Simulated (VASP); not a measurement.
Crystal: Sb.

```xyz
1
Lattice="-1.5765 1.5765 2.7119 1.5765 -1.5765 2.7119 1.5765 1.5765 -2.7119" Properties=species:S:1:pos:R:3 pbc="T T T"
Sb    0.0000    0.0000    0.0000
```

This isn't the form of Sb at room conditions, which is rhombohedral.

```yaml
Program: VASP 6.6.1
Task: relaxation of cell and atoms
Functional: r2SCAN
Potentials_or_basis: VASP PAW PBE potentials, release 64 (Sb)
Cutoff: 600 eV
k_mesh: 12 × 12 × 12
Occupations: gaussian, width 0.05 eV
Spin: no spin polarisation
```

At the start: pressure 1.1 GPa; volume 26.96 Å³/atom.

Task: How do energy, volume and symmetry change on relaxing?

Result: Over 12 steps the energy falls by 11.0 meV/atom and the volume is 27.73 Å³/atom (+2.8 %); space group I4/mmm (No. 139, to 0.05 Å).

The path:
| step | energy change (eV) | largest force (eV/Å) | pressure (GPa) | volume (Å³) |
| --- | --- | --- | --- | --- |
| 1 | 0.0000 | 0.0000 | 1.10 | 26.96 |
| 2 | -0.0023 | 0.0000 | -0.47 | 27.69 |
| 3 | -0.0024 | 0.0000 | -0.33 | 27.61 |
| 4 | -0.0067 | 0.0000 | -0.43 | 27.76 |
| 5 | -0.0101 | 0.0000 | -0.55 | 27.92 |
| 6 | -0.0090 | 0.0000 | -0.67 | 28.21 |
| 7 | -0.0099 | 0.0000 | -0.65 | 28.09 |
| 8 | -0.0105 | 0.0000 | -0.61 | 28.00 |
| 9 | -0.0102 | 0.0000 | 0.67 | 27.48 |
| 10 | -0.0110 | 0.0000 | -0.06 | 27.77 |
| 11 | -0.0110 | 0.0000 | -0.03 | 27.76 |
| 12 | -0.0110 | 0.0000 | 0.02 | 27.73 |

Final structure:
```
CELL_PARAMETERS angstrom
-1.56418 1.56418 2.83295
1.56418 -1.56418 2.83295
1.56418 1.56418 -2.83295
ATOMIC_POSITIONS crystal
Sb 0.00000 0.00000 0.00000
```

Caveat: the PAW data sets were made with another functional, which shifts forces and pressure a little.
